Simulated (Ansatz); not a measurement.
Runs of Ansatz 0.2.0 on SnO2. Symmetry: Pnnm, No. 58, orthorhombic system. Conventional cell: a = 4.788 Å, b = 4.867 Å, c = 3.241 Å, α = 90.00°, β = 90.00°, γ = 90.00°. Sn (site symmetry 2/m) is surrounded by 6 O at 2.09 to 2.10 Å. O (site symmetry m) is surrounded by 3 Sn at 2.09 to 2.10 Å. The cell is a database's computed one.

```tsv
level	cutoff (eV)	gap on the mesh (eV)	pressure (GPa)	largest force (eV/Å)
PBEsol	420	(d)	(a)	0.12
PBE	420	0.81	(b)	0.07
RPBE	420	(c)	3.4	0.06
r2SCAN	500	1.40	-8.2	0.13
revPBE	420	0.86	2.3	0.06
BLYP	420	0.83	4.6	0.08
```

Alike in all rows: task band structure; potentials or basis Ansatz PAW; no spin polarisation; cell as given; k mesh 5 × 5 × 6; smearing fermi-dirac 0.05 eV.

Fill in the values left out.

(a) -6.3; (b) -0.5; (c) 0.89; (d) 0.73.

Caveats: spin-orbit coupling is left out, which moves the levels of the heavy elements; the PAW data sets come from PBE, with cores solved anew for the run's functional, which leaves a small shift of forces and pressure (some runs).

A k mesh can miss the band edges, and the runs leave out spin-orbit coupling on Sn.
